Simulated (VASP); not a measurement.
# Si (Fd-3m) in VASP: a series of runs, part 2 of 2

VASP 6.6.1.

## (4) Single point, LDA

The input, INCAR:

```
PREC = Accurate
ENCUT = 550
EDIFF = 1E-7
ISMEAR = 0
SIGMA = 0.1
LREAL = False
LASPH = True
NELM = 80
ALGO = Fast
ISIF = 2
LWAVE = False
LCHARG = False
```

The input, KPOINTS:

```
Automatic mesh
0
Gamma
  8 8 8
```

The input, POSCAR:

```
Si
1.0
    0.0000000000      2.7218511865      2.7218511865
    2.7218511865      0.0000000000      2.7218511865
    2.7218511865      2.7218511865      0.0000000000
Si
2
Direct
    0.5000000000      0.5000000000      0.5000000000
    0.7500000000      0.7500000000      0.7500000000
```

Potentials or basis: VASP PAW LDA potentials, release 64 (Si_GW).

On the command line:

```bash
$ cat potpaw_LDA.64/Si_GW/POTCAR > POTCAR
$ mpirun -np 1 vasp_std > vasp.out
```

OUTCAR:

```text
PREC = Accurate
   ENCUT = 550
   EDIFF = 1E-7
   ISMEAR = 0
   LREAL = False
   LASPH = True
   NELM = 80
   ISIF = 2

 ion  position               nearest neighbor table
   1  0.500  0.500  0.500-   2 2.36   2 2.36   2 2.36   2 2.36
   2  0.750  0.750  0.750-   1 2.36   1 2.36   1 2.36   1 2.36

  LATTYP: Found a face centered cubic cell.
 ALAT       =     5.4437023730

  Lattice vectors:

 A1 = (   0.0000000000,   2.7218511865,   2.7218511865)
 A2 = (   2.7218511865,   0.0000000000,   2.7218511865)
 A3 = (   2.7218511865,   2.7218511865,   0.0000000000)

Analysis of symmetry for initial positions (statically):
=====================================================================
 Subroutine PRICEL returns:
 Original cell was already a primitive cell.

 Routine SETGRP: Setting up the symmetry group for a
 face centered cubic supercell.

 Subroutine GETGRP returns: Found 48 space group operations
 (whereof 24 operations were pure point group operations)
 out of a pool of 48 trial point group operations.

The static configuration has the point symmetry T_d .
 The point group associated with its full space group is O_h .

Analysis of symmetry for dynamics (positions and initial velocities):
=====================================================================
 Subroutine PRICEL returns:
 Original cell was already a primitive cell.

 Routine SETGRP: Setting up the symmetry group for a
 face centered cubic supercell.

 Subroutine GETGRP returns: Found 48 space group operations
 (whereof 24 operations were pure point group operations)
 out of a pool of 48 trial point group operations.

The dynamic configuration has the point symmetry T_d .
 The point group associated with its full space group is O_h .

 Subroutine INISYM returns: Found 48 space group operations
 (whereof 24 operations are pure point group operations),
 and found     1 'primitive' translations

----------------------------------------------------------------------------------------

                                     Primitive cell

  volume of cell :      40.3295

  direct lattice vectors                    reciprocal lattice vectors
     0.000000000  2.721851186  2.721851186    -0.183698507  0.183698507  0.183698507
     2.721851186  0.000000000  2.721851186     0.183698507 -0.183698507  0.183698507
     2.721851186  2.721851186  0.000000000     0.183698507  0.183698507 -0.183698507

  length of vectors
     3.849278863  3.849278863  3.849278863     0.318175148  0.318175148  0.318175148

  position of ions in fractional coordinates (direct lattice)
     0.500000000  0.500000000  0.500000000
     0.750000000  0.750000000  0.750000000

  ion indices of the primitive-cell ions
   primitive index   ion index
                 1           1
                 2           2

----------------------------------------------------------------------------------------

 KPOINTS: Automatic mesh

Automatic generation of k-mesh.
 Grid dimensions read from file:
 generate k-points for:    8    8    8

 Generating k-lattice:

  Cartesian coordinates                     Fractional coordinates (reciprocal lattice)
    -0.022962313  0.022962313  0.022962313     0.125000000  0.000000000  0.000000000
     0.022962313 -0.022962313  0.022962313     0.000000000  0.125000000  0.000000000
     0.022962313  0.022962313 -0.022962313     0.000000000  0.000000000  0.125000000

  Length of vectors
     0.039771893  0.039771893  0.039771893

  Shift w.r.t. Gamma in fractional coordinates (k-lattice)
     0.000000000  0.000000000  0.000000000

 Subroutine IBZKPT returns following result:
 ===========================================

 Found     29 irreducible k-points:

 Following reciprocal coordinates:
            Coordinates               Weight
  0.000000  0.000000  0.000000      1.000000
  0.125000  0.000000  0.000000      8.000000
  0.250000  0.000000  0.000000      8.000000
  0.375000  0.000000  0.000000      8.000000
  0.500000  0.000000  0.000000      4.000000
  0.125000  0.125000  0.000000      6.000000
[... 21 lines left out ...]
 -0.375000  0.500000  0.125000     12.000000
 -0.250000  0.500000  0.250000      6.000000
   k-points           NKPTS =     29   k-points in BZ     NKDIM =     29   number of bands    NBANDS=      8
   number of dos      NEDOS =    301   number of ions     NIONS =      2
   total plane-waves  NPLWV =  27000
   dimension x,y,z NGX =    30 NGY =   30 NGZ =   30
   dimension x,y,z NGXF=    60 NGYF=   60 NGZF=   60
   ions per type =               2
   NGX,Y,Z   is equivalent  to a cutoff of  12.96, 12.96, 12.96 a.u.
   NGXF,Y,Z  is equivalent  to a cutoff of  25.91, 25.91, 25.91 a.u.
 SYSTEM =  unknown system
   PREC   = accura    normal or accurate (medium, high low for compatibility)
   ISTART =      0    job   : 0-new  1-cont  2-samecut
   ICHARG =      2    charge: 1-file 2-atom 10-const
   ISPIN  =      1    spin polarized calculation?
   LNONCOLLINEAR =      F non collinear calculations
   LSORBIT =      F    spin-orbit coupling
   LASPH  =      T    aspherical Exc in radial PAW
   ENCUT  =  550.0 eV  40.42 Ry    6.36 a.u.   7.36  7.36  7.36*2*pi/ulx,y,z
   NELM   =     80;   NELMIN=  2; NELMDL= -5     # of ELM steps
   EDIFF  = 0.1E-06   stopping-criterion for ELM
   LREAL  =      F    real-space projection
   EDIFFG = 0.1E-05   stopping-criterion for IOM
   NSW    =      0    number of steps for IOM
   IBRION =     -1    ionic relax: 0-MD 1-quasi-New 2-CG
   NFREE  =      0    steps in history (QN), initial steepest desc. (CG)
   ISIF   =      2    stress and relaxation
   ISYM   =      2    0-nonsym 1-usesym 2-fastsym
   POTIM  = 0.5000    time-step for ionic-motion
   TEBEG  =    0.0;   TEEND  =   0.0 temperature during run
   PSTRESS=    0.0 pullay stress
   NELECT =       8.0000    total number of electrons
   NUPDOWN=      -1.0000    fix difference up-down
   EMIN   =  10.00;   EMAX   =-10.00  energy-range for DOS
   EFERMI =   0.00;   METHOD = LEGACY
   ISMEAR =     0;   SIGMA  =   0.10  broadening in eV -4-tet -1-fermi 0-gaus
   EFERMI_NEDOS =   21; number of points for ismear=-14 and -15
   IALGO  =     68    algorithm
   IMIX   =      4    mixing-type and parameters
     AMIX     =   0.40;   BMIX     =  1.00
     AMIX_MAG =   1.60;   BMIX_MAG =  1.00
  volume/ion in A,a.u.               =      20.16       136.08
  Fermi-wavevector in a.u.,A,eV,Ry     =   0.954766  1.804247 12.402783  0.911579
  Thomas-Fermi vector in A             =   2.083543
   LORBIT       =      0    0 simple, 1 ext, 2 COOP (PROOUT), +10 PAW based schemes
   GGA     = CA    functional components
   LHFCALC =     F    Hartree Fock is set to
   AEXX    =    0.0000 exact exchange contribution
   IVDW    =     0    specifies the selected vdW correction
   LEPSILON=     F    determine dielectric tensor
   LRPA    =     F    only Hartree local field effects (RPA)
 non-spin polarized calculation
 RMM-DIIS sequential band-by-band and
 Gauss-broadening in eV      SIGMA  =   0.10
  energy-cutoff  :      550.00
  volume of cell :       40.33
 maximum number of plane-waves:      1243
 NGX is ok and might be reduce to    30
   NGX = 15   NGY = 15   NGZ = 15

 number of electron       8.0000000 magnetization

 Free energy of the ion-electron system (eV)
  ---------------------------------------------------
  ext. energy  EPLUGINS =         0.00000000
  ---------------------------------------------------
  free energy    TOTEN  =       -11.91511754 eV

  energy without entropy =      -11.91511667  energy(sigma->0) =      -11.91511711

 E-fermi :   5.6068     XC(G=0):  -9.5696

 val. band max:        5.3488768115   @ k =   0.0000   0.0000   0.0000
 cond. band min:       5.8770746771   @ k =   0.3750   0.3750   0.0000
 fundamental gap:      0.5281978656
 Fermi energy:         5.6067877063

 k-point     1 :       0.0000    0.0000    0.0000
  band No.  band energies     occupation
      1      -6.5627      2.00000
      2       5.3489      1.99974
      3       5.3489      1.99974
      4       5.3489      1.99974
      5       7.8715      0.00000
      6       7.8715      0.00000
      7       7.8715      0.00000
      8       8.4709      0.00000
[... 298 lines left out ...]
 k-point    29 :      -0.2500    0.5000    0.2500
  band No.  band energies     occupation
      1      -2.2810      2.00000
      2      -2.2810      2.00000
      3       1.4980      2.00000
      4       1.4980      2.00000
      5       9.5328      0.00000
      6       9.5328      0.00000
      7      10.2492      0.00000
      8      10.2492      0.00000

------------------------ aborting loop because EDIFF is reached ----------------------------------------

  FORCE on cell =-STRESS in cart. coord.  units (eV):
  Direction    XX          YY          ZZ          XY          YZ          ZX
  --------------------------------------------------------------------------------------
  -------------------------------------------------------------------------------------
  Total       -0.5280368     -0.5280368     -0.5280368      0.0000000      0.0000000      0.0000000
  in kB      -20.9773988    -20.9773988    -20.9773988      0.0000000      0.0000000      0.0000000
  external PRESSURE =     -20.9773988 kB  Pullay stress =       0.0000000 kB

 VOLUME and BASIS-vectors are now :
 -----------------------------------------------------------------------------
  energy-cutoff  :      550.00
  volume of cell :       40.33
      direct lattice vectors                 reciprocal lattice vectors
     0.000000000  2.721851186  2.721851186    -0.183698507  0.183698507  0.183698507
     2.721851186  0.000000000  2.721851186     0.183698507 -0.183698507  0.183698507
     2.721851186  2.721851186  0.000000000     0.183698507  0.183698507 -0.183698507

 POSITION                                       TOTAL-FORCE (eV/Angst)
 -----------------------------------------------------------------------------------
      2.72185      2.72185      2.72185         0.000000      0.000000      0.000000
      4.08278      4.08278      4.08278        -0.000000     -0.000000     -0.000000
 -----------------------------------------------------------------------------------
    total drift:                                0.000000     -0.000000     -0.000000

  FREE ENERGIE OF THE ION-ELECTRON SYSTEM (eV)
  ---------------------------------------------------
  free  energy   TOTEN  =       -11.9151175436 eV

  energy  without entropy=      -11.9151166711  energy(sigma->0) =      -11.91511711
```

Wall time 7 s (1 thread of AMD EPYC 9R45 (Zen 5), shared host); peak memory 0.11 GiB.

Results:

| Quantity | Value |
| --- | --- |
| Free energy | -11.9151 eV |
| Pressure | -2.1 GPa |
| Band gap on the k mesh | 0.53 eV, indirect (least direct gap 2.52 eV) |

A k mesh can miss the band edges.

## (5) Single point, LDA

The input, run.py:

```python
from ase import Atoms
from ase.calculators.vasp import Vasp
from ase.dft.bandgap import bandgap

atoms = Atoms(
    ['Si', 'Si'],
    cell=[[0.0, 2.7218511865, 2.7218511865], [2.7218511865, 0.0, 2.7218511865], [2.7218511865, 2.7218511865, 0.0]],
    scaled_positions=[[0.5, 0.5, 0.5], [0.75, 0.75, 0.75]],
    pbc=True,
)
calc = Vasp(
    directory='calc',
    xc='lda',
    pp='LDA',
    setups='gw',
    prec='Accurate',
    encut=550,
    ediff=1e-06,
    ismear=0,
    sigma=0.1,
    lreal=False,
    lasph=True,
    nelm=100,
    algo='Fast',
    isif=2,
    lwave=False,
    lcharg=False,
    kpts=[8, 8, 8],
    gamma=True,
    nbands=11,
)
atoms.calc = calc

print('energy (eV):', atoms.get_potential_energy())
print('free energy (eV):', atoms.get_potential_energy(force_consistent=True))
print('forces (eV/A):')
print(atoms.get_forces())
print('stress (eV/A^3, Voigt):', atoms.get_stress())
print('Fermi level (eV):', calc.get_fermi_level())
gap, top, bottom = bandgap(calc)
print('band gap (eV):', gap, 'from (spin, k, band)', top, 'to', bottom)
```

On the command line:

```bash
$ python run.py
```

It took 10 s on 1 thread of AMD EPYC 9R45 (Zen 5), shared host; peak memory 0.11 GiB.

It converged, with:

```
Free energy            : -11.9151 eV
Pressure               : -2.1 GPa
Band gap on the k mesh : 0.53 eV, indirect (least direct gap 2.52 eV)
```

Levels at points of the mesh, in eV from the valence-band top:
| k point | band 2 | band 3 | band 4 | band 5 | band 6 | band 7 |
| --- | --- | --- | --- | --- | --- | --- |
| (0.00, 0.00, 0.00) | 0.00 | 0.00 | 0.00 | 2.52 | 2.52 | 2.52 |
| (0.50, 0.00, 0.00) | -6.96 | -1.19 | -1.19 | 1.40 | 3.30 | 3.30 |
| (0.50, 0.50, 0.00) | -7.79 | -2.84 | -2.84 | 0.62 | 0.62 | 9.91 |

A k mesh can miss the band edges. Expect the measured gap to be larger: semilocal functionals such as LDA lack the derivative discontinuity.

## (6) For comparison

An earlier run on the cell as given: functional PBE; potentials or basis VASP PAW PBE potentials, release 64 (Si); cutoff 520 eV; k mesh 8 × 8 × 8; occupations fermi-dirac, width 0.05 eV; no spin polarisation.

* Pressure: 1.3 GPa
* Band gap on the k mesh: 0.63 eV, indirect (least direct gap 2.56 eV)

## (7) Summary

```csv
task,level,potentials or basis,cell,cutoff (eV),smearing,gap on the mesh (eV),pressure (GPa),relaxed volume (Å³/atom)
relaxation of cell and atoms,SCAN,"VASP PAW PBE potentials, release 64 (Si)",relaxed,600,fermi-dirac 0.05 eV,0.87,0.0,19.99
relaxation of cell and atoms,rSCAN,"VASP PAW PBE potentials, release 64 (Si)",relaxed,600,fermi-dirac 0.05 eV,0.82,0.0,20.07
single point,LDA,"VASP PAW LDA potentials, release 64 (Si_GW)",as given,550,gaussian 0.1 eV,0.53,-2.1,-
single point,PBE,"VASP PAW PBE potentials, release 64 (Si)",as given,520,fermi-dirac 0.05 eV,0.63,1.3,-
```

Alike in all rows: no spin polarisation; k mesh 8 × 8 × 8.

Caveats: the PAW data sets were made with another functional, which shifts forces and pressure a little (some runs).

Absolute energies hang on the potentials; compare differences alone.
